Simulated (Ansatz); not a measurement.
Write a Python script for Ansatz 0.2.0 through its Python package that makes a supercell folding check of KI, space group Cmcm. Level of theory (first run): PBEsol, PAW, the default cutoff (420 eV here), 4×4×2 k-points, fixed occupations, D4 dispersion.

```
K I
1.0
     2.51266   -4.25523    0.00000
     2.51266    4.25523    0.00000
     0.00000    0.00000    8.67659
K I
2 2
Direct
  0.50000 0.50000 0.50000
  0.50000 0.50000 0.00000
  0.84023 0.15977 0.25000
  0.15977 0.84023 0.75000
```

Script `ki_fold.py`:
```python
"""Band folding check for KI."""

import ansatz as az
from tabulate import tabulate

cell = (
    az.Lattice.of((2.51266, -4.255227, 0.0), (2.51266, 4.255227, 0.0), (0.0, 0.0, 8.676589))
    .atom("K", (0.5, 0.5, 0.5))
    .atom("K", (0.5, 0.5, 0.0))
    .atom("I", (0.84023, 0.15977, 0.25))
    .atom("I", (0.15977, 0.84023, 0.75))
)

# the mesh shrinks as the cell grows, so that all cells sample the same points
mesh = (4, 4, 2)
rows = []
for repeats in [(1, 1, 1), (1, 1, 2)]:
    job = cell.supercell(*repeats).calculation()
    job = job.functional(az.Functional.PBESOL, dispersion="D4")
    job = job.occupations("fixed").scf(max_iterations=80)
    job = job.kpoints(*(k // n for k, n in zip(mesh, repeats)))
    data = job.run(threads=1).report
    n = len(data["lattice"]["sites"])
    rows.append((repeats, n, data["free_energy_ev"] / n, data["fermi_energy_ev"], data["n_kpoints"], data["n_symmetry_ops"]))
print(tabulate(rows, headers=["repeats", "atoms", "F/atom eV", "Fermi level eV", "k-points", "symmetry operations"], floatfmt=".4f", tablefmt="github"))
```

Output of `python ki_fold.py`:
```text
DeckWarning: basis.ecutwfc = 420 eV, auto-derived from the records' recommended cutoffs: set by K (normal level)
| repeats   |   atoms |   F/atom eV |   Fermi level eV |   k-points |   symmetry operations |
|-----------|---------|-------------|------------------|------------|-----------------------|
| (1, 1, 1) |       4 |  -4475.6916 |           1.8912 |         14 |                     8 |
| (1, 1, 2) |       8 |  -4475.6916 |           1.8910 |          7 |                    16 |
```
(Warnings from the package without file and line.)

Notes:
- These settings explore the input space; cutoff and mesh may be short of convergence.
- With fixed filling the reported Fermi level is the top filled level among the k-points of the SCF.
- The structure comes from a database of computed cells and needn't be a stable or known phase.
- The count of operations in a supercell holds its pure translations too, and an uneven repeat can lower the point group.
- Timing: 8.6 s on 1 thread of Arm Neoverse V1 (shared host), peak memory 0.59 GiB.

(Lines on the test bed's own set-up are left out of the output.)
